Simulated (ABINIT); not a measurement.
# Quasiparticle gap of BN (Qingsongite) in ABINIT

Aim: the G0W0 gap of BN (Qingsongite) on PBE, step by step.

Method: PBE and many-body steps on it, plane waves, in ABINIT 10.8.3.

This is a report of a sequence of runs, with most program output left out.

## Step 1: The starting structure

Symmetry: F-43m, No. 216, cubic system. Conventional cell: a = 3.615 Å, b = 3.615 Å, c = 3.615 Å, α = 90.00°, β = 90.00°, γ = 90.00°. Nearest to B lie 4 N at 1.57 Å. Nearest to N lie 4 B at 1.57 Å. Farther neighbours and most contacts between anions are not listed.

The cell and positions come from the Crystallography Open Database and are kept as given unless a step says otherwise.

## Step 2: Ground state

This step: ABINIT 10.8.3; DFT, PBE, plane waves, norm-conserving pseudopotentials.

The ground-state density comes first.

run.abi

```
acell 3*1.0 Angstrom
rprim 
  -0.000000000000 1.807500000000 1.807500000000
  1.807500000000 0.000000000000 1.807500000000
  1.807500000000 1.807500000000 -0.000000000000
ntypat 2
znucl 5 7
natom 2
typat 1 2
xred 
  0.000000000000 0.000000000000 0.000000000000
  0.250000000000 0.250000000000 0.250000000000
pp_dirpath "pseudos"
pseudos "B.upf, N.upf"
ecut 36
ngkpt 10 10 10
nshiftk 1
shiftk 0 0 0
kptopt 1
chksymbreak 0
nband 9
occopt 1
tolvrs 1e-10
nstep 60
prtwf 0
optforces 0
optstress 0
indata_prefix "in"
outdata_prefix "out"
tmpdata_prefix "tmp"
```

Run with:

```console
OMP_NUM_THREADS=1 mpirun -n 4 abinit run.abi > log
```

Elapsed: 4 s, on 4 MPI ranks of Arm Neoverse V2, shared host; peak memory 0.25 GiB; 15 s of CPU time.

Numbers from this step:

* total energy: -364.7007 eV
* gap: 4.535 eV
* k of the valence top: 0, 0, 0
* k of the conduction bottom: 0.5, 0.5, 0
* least direct gap: 8.878 eV

The gap is indirect, with the least direct gap 4.34 eV higher.

## Step 3: Bands along the symmetry lines

The cheap functional maps the bands first; the places of the edges decide which points the dearer methods must see.

run.abi

```
acell 3*1.0 Angstrom
rprim 
  -0.000000000000 1.807500000000 1.807500000000
  1.807500000000 0.000000000000 1.807500000000
  1.807500000000 1.807500000000 -0.000000000000
ntypat 2
znucl 5 7
natom 2
typat 1 2
xred 
  0.000000000000 0.000000000000 0.000000000000
  0.250000000000 0.250000000000 0.250000000000
pp_dirpath "pseudos"
pseudos "B.upf, N.upf"
ecut 36
iscf -2
irdden 1
kptopt 0
nkpt 50
kpt 
  0.00000000 0.00000000 0.00000000
  -0.06250000 -0.06250000 0.00000000
  -0.12500000 -0.12500000 0.00000000
  -0.18750000 -0.18750000 0.00000000
  -0.25000000 -0.25000000 0.00000000
  -0.31250000 -0.31250000 0.00000000
  -0.37500000 -0.37500000 0.00000000
  -0.43750000 -0.43750000 0.00000000
  -0.50000000 -0.50000000 0.00000000
  -0.48437500 -0.48437500 0.03125000
  -0.46875000 -0.46875000 0.06250000
  -0.45312500 -0.45312500 0.09375000
  -0.43750000 -0.43750000 0.12500000
  -0.42187500 -0.42187500 0.15625000
  -0.40625000 -0.40625000 0.18750000
  -0.39062500 -0.39062500 0.21875000
  -0.37500000 -0.37500000 0.25000000
  -0.37500000 0.00000000 0.37500000
  -0.32812500 0.00000000 0.32812500
  -0.28125000 0.00000000 0.28125000
  -0.23437500 0.00000000 0.23437500
  -0.18750000 0.00000000 0.18750000
  -0.14062500 0.00000000 0.14062500
  -0.09375000 0.00000000 0.09375000
  -0.04687500 0.00000000 0.04687500
  0.00000000 0.00000000 0.00000000
  0.00000000 0.00000000 0.06250000
  0.00000000 0.00000000 0.12500000
  0.00000000 0.00000000 0.18750000
  0.00000000 0.00000000 0.25000000
  0.00000000 0.00000000 0.31250000
  0.00000000 0.00000000 0.37500000
  0.00000000 0.00000000 0.43750000
  -0.00000000 -0.00000000 0.50000000
  -0.06250000 -0.03125000 0.46875000
  -0.12500000 -0.06250000 0.43750000
  -0.18750000 -0.09375000 0.40625000
  -0.25000000 -0.12500000 0.37500000
  -0.31250000 -0.15625000 0.34375000
  -0.37500000 -0.18750000 0.31250000
  -0.43750000 -0.21875000 0.28125000
  -0.50000000 -0.25000000 0.25000000
  -0.50000000 -0.28125000 0.21875000
  -0.50000000 -0.31250000 0.18750000
  -0.50000000 -0.34375000 0.15625000
  -0.50000000 -0.37500000 0.12500000
  -0.50000000 -0.40625000 0.09375000
  -0.50000000 -0.43750000 0.06250000
  -0.50000000 -0.46875000 0.03125000
  -0.50000000 -0.50000000 0.00000000
istwfk *1
nband 11
nbdbuf 2
tolwfr 1e-08
nstep 40
prtwf 0
prtvol 0
indata_prefix "in"
outdata_prefix "out"
tmpdata_prefix "tmp"
```

Run time: 3 s. Hardware: 4 MPI ranks; peak memory 0.07 GiB; 12 s of CPU time.

Numbers from this step:

```yaml
gap: 4.535 eV
k_of_the_valence_top: 0, 0, 0
k_of_the_conduction_bottom: -0.5, -0.5, 0
least_direct_gap: 8.878 eV
```

The gap is 4.535 eV, as in the run before at this level.

Electronic bands along the path, in eV, zero at the top of the highest filled band; v1 is the highest filled band, c1 the lowest empty one:

```tsv
point	v4	v3	v2	v1	c1	c2	c3	c4
Γ	-20.21	0.00	0.00	0.00	8.88	8.88	8.88	10.37
halfway	-18.25	-3.97	-3.01	-3.01	6.86	11.62	13.48	13.48
X	-14.62	-8.91	-4.91	-4.91	4.54	9.34	17.91	17.91
halfway	-14.55	-8.69	-5.96	-4.69	5.49	10.28	17.32	17.54
U	-14.54	-8.12	-7.66	-4.08	6.98	12.95	15.84	16.68
jump to K	-14.54	-8.12	-7.66	-4.08	6.98	12.95	15.84	16.68
halfway	-18.03	-5.73	-3.91	-1.12	10.71	10.76	11.24	13.58
Γ	-20.21	0.00	0.00	0.00	8.88	8.88	8.88	10.37
halfway	-18.73	-5.47	-1.13	-1.13	9.70	10.40	10.40	13.57
L	-15.99	-10.68	-1.94	-1.94	10.21	10.78	10.78	15.26
halfway	-15.29	-9.69	-4.82	-3.45	9.66	11.24	14.40	15.79
W	-14.31	-7.58	-6.96	-6.50	9.65	13.35	14.61	14.69
halfway	-14.47	-8.49	-5.77	-5.71	6.58	11.00	16.25	17.43
X	-14.62	-8.91	-4.91	-4.91	4.54	9.34	17.91	17.91
```

## Step 4: Empty states on the mesh, 6×6×6 mesh, 66 bands

The sums over transitions need many empty states on a uniform mesh; this step solves for them.

run.abi

```
acell 3*1.0 Angstrom
rprim 
  -0.000000000000 1.807500000000 1.807500000000
  1.807500000000 0.000000000000 1.807500000000
  1.807500000000 1.807500000000 -0.000000000000
ntypat 2
znucl 5 7
natom 2
typat 1 2
xred 
  0.000000000000 0.000000000000 0.000000000000
  0.250000000000 0.250000000000 0.250000000000
pp_dirpath "pseudos"
pseudos "B.upf, N.upf"
ecut 36
ngkpt 6 6 6
nshiftk 1
shiftk 0 0 0
kptopt 1
chksymbreak 0
irdden 1
istwfk *1
nband 66
prtvol 0
optdriver 6
gwr_task "HDIAGO"
paral_kgb 0
occopt 1
indata_prefix "in"
outdata_prefix "out"
tmpdata_prefix "tmp"
```

The job ended after 4.2 s (4 MPI ranks; peak memory 0.3 GiB).

Numbers from this step:

| Property | Result |
| --- | --- |
| gap | 4.535 eV |
| k of the valence top | 0, 0, 0 |
| k of the conduction bottom | 0.5, 0.5, 0 |
| least direct gap | 8.878 eV |
| k points computed | 16 |
| lowest point of the top converged band, above the valence top | 124.3645 eV |

On this mesh the gap is 4.535 eV.

## Step 5: Screening, 6×6×6 mesh, 58 bands, screening to 217.7 eV

The RPA dielectric matrix is built and inverted for each q.

This step: RPA screening on PBE, plane waves, norm-conserving pseudopotentials.

Edit run.abi of step 4 so:

```diff
@@ -20,10 +20,11 @@
 chksymbreak 0
-irdden 1
 istwfk *1
-nband 66
-prtvol 0
-optdriver 6
-gwr_task "HDIAGO"
-paral_kgb 0
 occopt 1
+irdwfk 1
+optdriver 3
+nband 58
+ecuteps 8
+inclvkb 2
+awtr 1
+symchi 1
 indata_prefix "in"
```

The job ended after 6.6 s (4 MPI ranks; peak memory 0.42 GiB).

This step gave:

```yaml
eps_infinity_with_local_fields_on_this_mesh_along_the_program_s_q_direction: 4.397
the_same_without_local_fields: 4.742
plasma_frequency: 30.56 eV
plane_waves_in_the_screening_matrix: 65
```

Local fields lower ε∞ by 7 %. On a Γ-centred mesh this coarse the value itself is usually too large, while a short band sum pulls it down.

## Step 6: Self-energy, 6×6×6 mesh, 58 bands, screening to 217.7 eV

The self-energy is evaluated for the states that the input lists, and the levels follow from it, in one-shot runs by the linearised quasiparticle equation.

This step: G0W0 on PBE, plane waves, norm-conserving pseudopotentials.

Edit run.abi of step 5 so:

```diff
@@ -23,8 +23,17 @@
 irdwfk 1
-optdriver 3
+optdriver 4
 nband 58
+gwcalctyp 0
+ecutsigx 36
+symsigma 1
+nkptgw 2
+kptgw 
+  0.0000000000 0.0000000000 0.0000000000
+  0.5000000000 0.5000000000 0.0000000000
+bdgw 
+  2 7
+  3 6
 ecuteps 8
-inclvkb 2
-awtr 1
-symchi 1
+irdscr 1
+ppmodel 1
 indata_prefix "in"
```

It took 2.3 s on 4 MPI ranks; peak memory 0.11 GiB.

This step gave:

```
G0W0 gap on the points computed              : 5.952 eV
starting gap on the mesh                     : 4.535 eV
k of the valence top                         : 0, 0, 0
k of the conduction bottom                   : 0.5, 0.5, 0
Z at the valence top                         : 0.828
Z at the conduction bottom                   : 0.854
least direct G0W0 gap on the computed points : 10.87 eV
```

The gap on the mesh goes from 4.53 eV to 5.95 eV, a correction of +1.42 eV.

Limits: finite bands, cutoff and mesh; coarse k mesh. v1 is the top filled band, c1 the lowest empty one. Levels before and after the correction, in eV, zero at the valence-band top of each column:

```tsv
	conduction bottom	valence top
Kohn-Sham	4.53	0.00
G0W0	5.95	0.00
```

```tsv
	level	energy (eV)
Kohn-Sham	Γ v3-v1	0.000
Kohn-Sham	Γ c1-c3	8.878
Kohn-Sham	(0.5 0.5 0) v2-v1	-4.907
Kohn-Sham	(0.5 0.5 0) c1	4.535
Kohn-Sham	(0.5 0.5 0) c2	9.342
G0W0	Γ v3-v1	0.000
G0W0	Γ c1-c3	10.874
G0W0	(0.5 0.5 0) v2-v1	-5.411
G0W0	(0.5 0.5 0) c1	5.952
G0W0	(0.5 0.5 0) c2	10.878
```

## Step 7: Where the time went

Times are wall times on 4 MPI ranks of Arm Neoverse V2, shared host, good to a factor of about two.

```tsv
step	time	share	memory (GiB)
ground state	4 s	20 %	0.25
bands along the symmetry lines	3 s	15 %	0.07
empty states on the mesh	4.2 s	21 %	0.3
screening	6.6 s	33 %	0.42
self-energy	2.3 s	11 %	0.11
```

## Step 8: Summary of results

| Property | Result |
| --- | --- |
| PBE gap | 4.54 eV, indirect |
| G0W0 gap on the mesh | 5.95 eV |
| GW settings | 6×6×6 mesh, 58 bands, screening to 217.7 eV, Godby-Needs plasmon pole |
| known limits | not at the basis limit; coarse k mesh |

G0W0 moves the gap on the mesh from 4.53 eV to 5.95 eV (+1.42 eV), with Z of 0.83 and 0.85 at the edges. Local fields lower the RPA ε∞ on this mesh from 4.74 to 4.40; a Γ-centred mesh this coarse tends to raise both, most where the direct gap is narrow, while a short band sum lowers them. Only 2 of the mesh's irreducible points were corrected, so a valley elsewhere could overtake. The dearest step here is «screening». Bands and cutoff are finite, so the gap is not at the basis limit. The miss can reach some tenths of an eV and take either sign; the mesh is an error of its own. In the G0W0 run levels were corrected at 2 k points alone, so a gap called «on the mesh» is the least over those, and an edge elsewhere would be missed. The 6×6×6 mesh is coarse for this cell, which bears on the long-range parts of exchange and screening.

[Paths, hosts, dates, memory and timing lines, banners, echoed tables and standing remarks are left out of the program output.]

[Logs are printed without paths, hosts, clocks, repeated set-up lines and the standing remarks that a program may print on its own settings, such as how far it seeks lower states.]

[Runs of the session that timed out or met a known fault of the program may be left out.]

[Hosts, paths, dates, database ids (printed as entryN), source tags and the programs' standing remarks are cut or masked in the printed files.]

[G0W0 gaps are taken among the corrected bands and points alone; a level outside them can change the order at an edge.]

[Where Ansatz stands beside ABINIT at settings called matched, ABINIT's density can come from a denser mesh and the files from another edition; pairs whose starting gaps differed by over 0.03 eV were left out, so agreement reads better than it is.]
